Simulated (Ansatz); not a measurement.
# Fe (Im-3m): which magnetic order lies lowest

Which of a few magnetic orders of Fe (Im-3m) is lowest at one geometry? The run doesn't test whether this is the element's stable form.

The COD entry's cell or inner coordinates are ideal or old and differ from later refinements, so a difference from it is no clean test against experiment.

Method: DFT PBE, scalar-relativistic, plane waves, PAW, in Ansatz 0.2.0.

### Step 1. The structure to begin with

It takes space group Im-3m (No. 229, cubic). Conventional cell: a = 2.831 Å, b = 2.831 Å, c = 2.831 Å, α = 90.00°, β = 90.00°, γ = 90.00°. Fe (site symmetry m-3m) is surrounded by 8 Fe at 2.45 Å.

Structure file:

```cif
data_structure
_symmetry_space_group_name_H-M 'P 1'
_symmetry_Int_Tables_number 1
_cell_length_a 2.4519
_cell_length_b 2.4519
_cell_length_c 2.4519
_cell_angle_alpha 109.471
_cell_angle_beta 109.471
_cell_angle_gamma 109.471
_cell_volume 11.35
loop_
_atom_site_label
_atom_site_type_symbol
_atom_site_fract_x
_atom_site_fract_y
_atom_site_fract_z
_atom_site_occupancy
Fe1 Fe 0.00000 0.00000 0.00000 1
```

An earlier run at PBE left this cell at 11.347 Å³/atom and -0.14 GPa (22×22×22 mesh).

### Step 2. Ferromagnetic, larger cell

Contents of input.yaml:

```yaml
crystal:
  lattice:
    - [2.8311865314, 0.0, 0.0]
    - [0.0, 2.8311865314, 0.0]
    - [0.0, 0.0, 2.8311865314]
  atoms:
    - { symbol: Fe, position: [0.0, 0.0, 0.0], spin: 2.5 }
    - { symbol: Fe, position: [0.5, 0.5, 0.5], spin: 2.5 }
basis:
  ecutwfc: 420
  ecutrho_ratio: 4
kpoints:
  mp_grid: { grid: [12, 12, 12] }
hamiltonian:
  xc: pbe
scf:
  occupations: { method: gaussian, width: 0.05 }
  lower_state_search: "off"
output:
  forces: true
  stress: true
  eigenvalues: true
  populations: true
magnetization:
  spin_polarized: true
```

On the command line:

```bash
> ansatz run input.yaml --threads 1 --pin off --max-ram 2560MiB --backend cpu --events-out ev --progress --plain --runs-dir out
```

Output, cut to the lines that bear on the results:

```text
Warning: RAYON_NUM_THREADS=1 ignored (pool sized by the plan → 1); use --threads N
[...]
Pseudopotentials: kind: paw
Pseudopotential: Fe, paw, valence charge 16, recommended cutoff 420 eV (normal), Fe.paw.azcp
Functional definition: PBE
[...]
Crystal: 2 atoms, lattice volume = 22.694 Å³
Basis set: ecut = 420 eV, 461 PW (Γ), exchange–correlation on 40×40×40 points (8 copies of the dense FFT grid, shifted against one another)
Bands: 23, of which v1, the nominal top of the filled ones, is band 16 counted from 1 (15 counted from 0)
Symmetry: 96 space group operations
Space group: Im-3m (ITA 229), of the structure as read, at distance tolerance 2.8e-5 Å
Magnetic group: BNS 229.140 (UNI 1642), of the structure as read, at distance tolerance 2.8e-5 Å
k-points: 84 of 1728
[...]
Starting moments: Σ|m| = 5 μB on 2 of 2 sites
[...]
SCF iter   1: F=—  HF=-8960.772929 eV  |F-HF|=—  |Δ(HF+E_count)|=         —  Δρ=4.42e-2 (↑4.21e-2 ↓4.42e-2)  dr2=7.36e-1  dr2_m=1.11e-1  M=4.425 μB ∫|m|=4.455 μB  β_m=0.30  ethr=2.30e-3  ⟨swp⟩=1.0  Hψ=19603  notcnv=0
[...]
spin-set hold released at iteration 15 (site moments contracting): the magnetisation degrees of freedom join the quasi-Newton model from the next iteration; the mixer history was flushed
[...]
SCF iter  20: F=-8960.972519 eV  HF=-8960.972519 eV  |F-HF|=4.28e-9  |Δ(HF+E_count)|=   5.13e-8  Δρ=4.33e-6 (↑4.33e-6 ↓4.11e-6)  dr2=7.32e-9  dr2_m=1.03e-9  M=4.276 μB ∫|m|=4.517 μB  ethr=8.58e-11  ⟨swp⟩=4.2  Hψ=12833  notcnv=0
[...]
SCF converged after 20 iterations
Magnetization: 4.2759 μB (18.1380 up, 13.8620 down)
Absolute magnetization: 4.5171 μB (∫|ρ↑−ρ↓|, with the PAW one-centre terms)
Spin contamination: 0.0725 ħ² per cell (⟨S²⟩ above its minimum at these occupations)
Per-site moments (μB) at R_I (Å): [(2.1875334278318066, 1.0114002768559591), (2.1875334278318066, 1.0114002768559591)]
Free energy (F): -8960.972519 eV
[...]
E sigma→0 (E₀):  -8960.971394 eV
Entropy (-TS):   -0.002250 eV (-1.125 meV/atom)
Fermi energy:    18.590297 eV
[...]
--- Forces (eV/Å), atoms counted from 1 ---
  atom   1  Fe     0.00000000    -0.00000000    -0.00000000
  atom   2  Fe     0.00000000     0.00000000    -0.00000000
[...]
--- Stress (GPa, compression-positive) ---
       -0.528587       0.000000      -0.000000
        0.000000      -0.528587      -0.000000
        0.000000       0.000000      -0.528587
  P = ⅓ Tr σ = -0.5286 GPa (-5.286 kbar)
--- Band table (eV; the first three rows and the last of 168) ---
  k-point 0 ↑: bands = ["-69.5057", "-69.3674", "-35.5964", "-35.5964", "-35.5964", "-35.2981", "-35.2981", "-35.2981", "10.0313", "13.6870", "13.6870", "16.2770", "16.2770", "16.2770", "17.4866", "17.4866", "18.7281", "18.7281", "18.7281", "28.3961", "28.3961", "28.3961", "34.1634"]
[...]
--- Löwdin populations: 2 sites ---
  site symbol       q [e]    m [muB]
     0     Fe     15.7790     2.2081
     1     Fe     15.7790     2.2081
  spilling = 0.013814 (of n_electrons = 32.000000)
```

It took 19 s on 1 thread of AMD EPYC 7R43 (Zen 3), shared host; peak memory 0.39 GiB.

Read off: volume 11.347 Å³/atom, pressure -0.53 GPa, metallic, moments in the atoms' spheres Fe 2.19 μB.

### Step 3. Antiferromagnetic, propagation vector (1, 1, 1)

input.yaml, as its differences from that of step 2:

```diff
@@ -7,3 +7,3 @@
     - { symbol: Fe, position: [0.0, 0.0, 0.0], spin: 2.5 }
-    - { symbol: Fe, position: [0.5, 0.5, 0.5], spin: 2.5 }
+    - { symbol: Fe, position: [0.5, 0.5, 0.5], spin: -2.5 }
 basis:
```

On the command line:

```bash
> ansatz run input.yaml --threads 1 --pin off --max-ram 2560MiB --backend cpu --events-out ev --progress --plain --runs-dir out
```

Output, cut to the lines that bear on the results:

```text
Warning: RAYON_NUM_THREADS=1 ignored (pool sized by the plan → 1); use --threads N
[...]
[... 3 set-up lines as earlier in the session ...]
[...]
Crystal: 2 atoms, lattice volume = 22.694 Å³
Basis set: ecut = 420 eV, 461 PW (Γ), exchange–correlation on 40×40×40 points (8 copies of the dense FFT grid, shifted against one another)
Bands: 23, of which v1, the nominal top of the filled ones, is band 16 counted from 1 (15 counted from 0)
Symmetry: 48 space group operations
Space group: Pm-3m (ITA 221), of the structure as read, at distance tolerance 2.8e-5 Å
Magnetic group: BNS 221.97 (UNI 1599), of the structure as read, at distance tolerance 2.8e-5 Å
k-points: 84 of 1728
[...]
Starting moments: Σ|m| = 5 μB on 2 of 2 sites
[...]
Absolute magnetization: 2.9905 μB (∫|ρ↑−ρ↓|, with the PAW one-centre terms)
Spin contamination: 1.2800 ħ² per cell (⟨S²⟩ above its minimum at these occupations)
Per-site moments (μB) at R_I (Å): [(1.4371354274368253, 1.0114002768559591), (-1.4371354274368253, 1.0114002768559591)]
Free energy (F): -8960.077458 eV
[...]
E sigma→0 (E₀):  -8960.074369 eV
Entropy (-TS):   -0.006177 eV (-3.089 meV/atom)
Fermi energy:    18.796033 eV
[...]
--- Forces (eV/Å), atoms counted from 1 ---
  atom   1  Fe    -0.00000000     0.00000000    -0.00000000
  atom   2  Fe     0.00000000    -0.00000000    -0.00000000
[...]
--- Stress (GPa, compression-positive) ---
       -6.333644       0.000000       0.000000
       -0.000000      -6.333644       0.000000
        0.000000       0.000000      -6.333644
  P = ⅓ Tr σ = -6.3336 GPa (-63.336 kbar)
--- Band table (eV; the first three rows and the last of 168) ---
[... band rows left out ...]
[...]
--- Löwdin populations: 2 sites ---
  site symbol       q [e]    m [muB]
     0     Fe     15.7882     1.4669
     1     Fe     15.7882    -1.4669
  spilling = 0.013235 (of n_electrons = 32.000000)
```

Wall time 9.3 s (1 thread of AMD EPYC 7R43 (Zen 3), shared host); peak memory 0.39 GiB.

This gives: volume 11.347 Å³/atom, pressure -6.33 GPa, no gap, moments in the atoms' spheres Fe 1.44, -1.44 μB.

In this order, neighbours among magnetic atoms: 0 of 8 parallel, 6 of 6 parallel (shell by shell, nearest first).

### Step 4. Ferromagnetic, larger cell

Contents of input.yaml:

```yaml
crystal:
  lattice:
    - [1.4155932657, -1.4155932657, 1.4155932657]
    - [-1.4155932657, 1.4155932657, 1.4155932657]
    - [-2.8311865314, -2.8311865314, 0.0]
  atoms:
    - { symbol: Fe, position: [0.0, 0.0, 0.0], spin: 2.5 }
    - { symbol: Fe, position: [0.5, 0.5, 0.5], spin: 2.5 }
basis:
  ecutwfc: 420
  ecutrho_ratio: 4
kpoints:
  mp_grid: { grid: [14, 14, 10] }
hamiltonian:
  xc: pbe
scf:
  occupations: { method: gaussian, width: 0.05 }
  lower_state_search: "off"
output:
  forces: true
  stress: true
  eigenvalues: true
  populations: true
magnetization:
  spin_polarized: true
```

On the command line:

```bash
> ansatz run input.yaml --threads 1 --pin off --max-ram 2560MiB --backend cpu --events-out ev --progress --plain --runs-dir out
```

Output, cut to the lines that bear on the results:

```text
Warning: RAYON_NUM_THREADS=1 ignored (pool sized by the plan → 1); use --threads N
[...]
[... 3 set-up lines as earlier in the session ...]
[...]
Crystal: 2 atoms, lattice volume = 22.694 Å³
Basis set: ecut = 420 eV, 439 PW (Γ), exchange–correlation on 36×36×54 points (8 copies of the dense FFT grid, shifted against one another)
Bands: 23, of which v1, the nominal top of the filled ones, is band 16 counted from 1 (15 counted from 0)
Symmetry: 16 space group operations
[... 1 set-up line as earlier in the session ...]
Magnetic group: BNS 229.140 (UNI 1642), of the structure as read, at distance tolerance 2.8e-5 Å
k-points: 342 of 1960
[...]
Starting moments: Σ|m| = 5 μB on 2 of 2 sites
[...]
Absolute magnetization: 4.5539 μB (∫|ρ↑−ρ↓|, with the PAW one-centre terms)
Spin contamination: 0.0736 ħ² per cell (⟨S²⟩ above its minimum at these occupations)
Per-site moments (μB) at R_I (Å): [(2.20768681847427, 1.0114002768559591), (2.207686818474269, 1.0114002768559591)]
Free energy (F): -8960.973698 eV
[...]
E sigma→0 (E₀):  -8960.972813 eV
Entropy (-TS):   -0.001770 eV (-0.885 meV/atom)
Fermi energy:    18.559636 eV
[...]
--- Forces (eV/Å), atoms counted from 1 ---
  atom   1  Fe    -0.00000000    -0.00000000    -0.00000000
  atom   2  Fe    -0.00000000    -0.00000000    -0.00000000
[...]
--- Stress (GPa, compression-positive) ---
       -0.105699      -0.224170       0.000000
       -0.224170      -0.105699      -0.000000
        0.000000      -0.000000      -0.225600
  P = ⅓ Tr σ = -0.1457 GPa (-1.457 kbar)
--- Band table (eV; the first three rows and the last of 684) ---
[... band rows left out ...]
[...]
--- Löwdin populations: 2 sites ---
  site symbol       q [e]    m [muB]
     0     Fe     15.7792     2.2299
     1     Fe     15.7792     2.2299
  spilling = 0.013798 (of n_electrons = 32.000000)
```

It took 63 s on 1 thread of AMD EPYC 7R43 (Zen 3), shared host; peak memory 0.55 GiB.

Result: volume 11.347 Å³/atom, pressure -0.15 GPa, metallic, moments in the atoms' spheres Fe 2.21 μB.

### Step 5. Antiferromagnetic, propagation vector (1/2, 1/2, 0)

input.yaml, as its differences from that of step 4:

```diff
@@ -7,3 +7,3 @@
     - { symbol: Fe, position: [0.0, 0.0, 0.0], spin: 2.5 }
-    - { symbol: Fe, position: [0.5, 0.5, 0.5], spin: 2.5 }
+    - { symbol: Fe, position: [0.5, 0.5, 0.5], spin: -2.5 }
 basis:
```

On the command line:

```bash
> ansatz run input.yaml --threads 1 --pin off --max-ram 2560MiB --backend cpu --events-out ev --progress --plain --runs-dir out
```

Output, cut to the lines that bear on the results:

```text
Warning: RAYON_NUM_THREADS=1 ignored (pool sized by the plan → 1); use --threads N
[...]
[... 3 set-up lines as earlier in the session ...]
[...]
Crystal: 2 atoms, lattice volume = 22.694 Å³
Basis set: ecut = 420 eV, 439 PW (Γ), exchange–correlation on 36×36×54 points (8 copies of the dense FFT grid, shifted against one another)
Bands: 23, of which v1, the nominal top of the filled ones, is band 16 counted from 1 (15 counted from 0)
Symmetry: 8 space group operations
Space group: Cmmm (ITA 65), of the structure as read, at distance tolerance 2.8e-5 Å
Magnetic group: BNS 65.490 (UNI 588), of the structure as read, at distance tolerance 2.8e-5 Å
k-points: 342 of 1960
[...]
Starting moments: Σ|m| = 5 μB on 2 of 2 sites
[...]
Absolute magnetization: 3.9505 μB (∫|ρ↑−ρ↓|, with the PAW one-centre terms)
Spin contamination: 1.7088 ħ² per cell (⟨S²⟩ above its minimum at these occupations)
Per-site moments (μB) at R_I (Å): [(1.9092132910819233, 1.0114002768559591), (-1.909121400025593, 1.0114002768559591)]
Free energy (F): -8960.546550 eV
[...]
E sigma→0 (E₀):  -8960.544560 eV
Entropy (-TS):   -0.003979 eV (-1.989 meV/atom)
Fermi energy:    18.826147 eV
[...]
--- Forces (eV/Å), atoms counted from 1 ---
  atom   1  Fe     0.00000000     0.00000000    -0.00000000
  atom   2  Fe    -0.00000000    -0.00000000    -0.00000000
[...]
--- Stress (GPa, compression-positive) ---
       -5.525590       6.600873       0.000000
        6.600873      -5.525590       0.000000
        0.000000       0.000000       3.894841
  P = ⅓ Tr σ = -2.3854 GPa (-23.854 kbar)
--- Band table (eV; the first three rows and the last of 684) ---
[... band rows left out ...]
[...]
--- Löwdin populations: 2 sites ---
  site symbol       q [e]    m [muB]
     0     Fe     15.7732     1.9482
     1     Fe     15.7732    -1.9482
  spilling = 0.014174 (of n_electrons = 32.000000)
```

Wall time 66 s (1 thread of AMD EPYC 7R43 (Zen 3), shared host); peak memory 0.57 GiB.

This gives: volume 11.347 Å³/atom, pressure -2.39 GPa, metallic, moments in the atoms' spheres Fe 1.91, -1.91 μB.

In this order, neighbours among magnetic atoms: 4 of 8 parallel, 2 of 6 parallel (shell by shell, nearest first).

### Step 6. No spin polarisation

Contents of input.yaml:

```yaml
crystal:
  lattice:
    - [-1.4155932657, 1.4155932657, 1.4155932657]
    - [1.4155932657, -1.4155932657, 1.4155932657]
    - [1.4155932657, 1.4155932657, -1.4155932657]
  atoms:
    - { symbol: Fe, position: [0.0, 0.0, 0.0] }
basis:
  ecutwfc: 420
  ecutrho_ratio: 4
kpoints:
  mp_grid: { grid: [22, 22, 22] }
hamiltonian:
  xc: pbe
scf:
  occupations: { method: gaussian, width: 0.05 }
output:
  forces: true
  stress: true
  eigenvalues: true
```

On the command line:

```bash
> ansatz run input.yaml --threads 1 --pin off --max-ram 2560MiB --backend cpu --events-out ev --progress --plain --runs-dir out
```

Output, cut to the lines that bear on the results:

```text
Warning: RAYON_NUM_THREADS=1 ignored (pool sized by the plan → 1); use --threads N
[...]
[... 3 set-up lines as earlier in the session ...]
[...]
Crystal: 1 atoms, lattice volume = 11.347 Å³
Basis set: ecut = 420 eV, 225 PW (Γ), exchange–correlation on 36×36×36 points (8 copies of the dense FFT grid, shifted against one another)
Bands: 12, of which v1, the nominal top of the filled ones, is band 8 counted from 1 (7 counted from 0)
[... 1 set-up line as earlier in the session ...]
Space group: Im-3m (ITA 229), of the structure as read, at distance tolerance 2.2e-5 Å
k-points: 328 of 10648
[...]
SCF iter   1: F=—  HF=-4479.959984 eV  |F-HF|=—  |Δ(HF+E_count)|=         —  Δρ=3.57e-3  dr2=2.38e-4  ethr=1.77e-3  ⟨swp⟩=4.8  Hψ=20051  notcnv=0
[...]
SCF iter   6: F=-4479.960132 eV  HF=-4479.960132 eV  |F-HF|=1.82e-12  |Δ(HF+E_count)|=  9.07e-10  Δρ=1.39e-7  dr2=5.75e-13  ethr=2.85e-12  ⟨swp⟩=1.4  Hψ=10975  notcnv=0
[...]
SCF converged after 6 iterations
Free energy (F): -4479.960132 eV
[...]
E sigma→0 (E₀):  -4479.957891 eV
Entropy (-TS):   -0.004482 eV (-4.482 meV/atom)
Fermi energy:    18.658053 eV
[...]
--- Forces (eV/Å), atoms counted from 1 ---
  atom   1  Fe    -0.00000000    -0.00000000    -0.00000000
[...]
--- Stress (GPa, compression-positive) ---
      -17.704696      -0.000000       0.000000
       -0.000000     -17.704696       0.000000
       -0.000000      -0.000000     -17.704696
  P = ⅓ Tr σ = -17.7047 GPa (-177.047 kbar)
--- Band table (eV; the first three rows and the last of 328) ---
  k-point 0: bands = ["-68.4769", "-34.2786", "-34.2786", "-34.2786", "10.0893", "17.0314", "17.0314", "17.0314", "18.6140", "18.6140", "42.8506", "42.8506"]
[...]
```

It took 4.2 s on 1 thread of AMD EPYC 7R43 (Zen 3), shared host; peak memory 0.38 GiB.

In short: volume 11.347 Å³/atom, pressure -17.70 GPa, a metal on this mesh.

### Step 7. Comparison

Orders of one name are numbered as they were run above.

```csv
order,above the lowest (meV/atom),largest moment (μB),pressure (GPa),gap on the mesh (eV),order kept
ferromagnetic,0.0,2.21,-0.1,0.00,yes
"antiferromagnetic, propagation vector (1, 1, 1)",448.5,1.44,-6.3,0.00,yes
"antiferromagnetic, propagation vector (1/2, 1/2, 0)",214.1,1.91,-2.4,0.00,yes
no spin polarisation,527.4,0.00,-17.7,0.00,yes
```

The first row is the run of the earlier session that started with parallel moments (-4480.4853 eV/atom). A larger cell is measured against the parallel state in that same cell where that was run, so that mesh errors cancel.

### Step 8. Summary of results

```
            quantity                                                                value
        orders tried                                                                    4
              lowest                                                        ferromagnetic
largest moment there                                                              2.21 μB
       next above it  antiferromagnetic, propagation vector (1/2, 1/2, 0), 214.1 meV/atom
```

Of the orders that kept their pattern, the lowest is: ferromagnetic. The next lies 214.1 meV/atom higher. Under stress at this geometry, and so lower once relaxed: antiferromagnetic, propagation vector (1, 1, 1) (-6.3 GPa); antiferromagnetic, propagation vector (1/2, 1/2, 0) (-2.4 GPa); no spin polarisation (-17.7 GPa). Only these orders were tried, at zero temperature; the one found in experiment may not be among them.
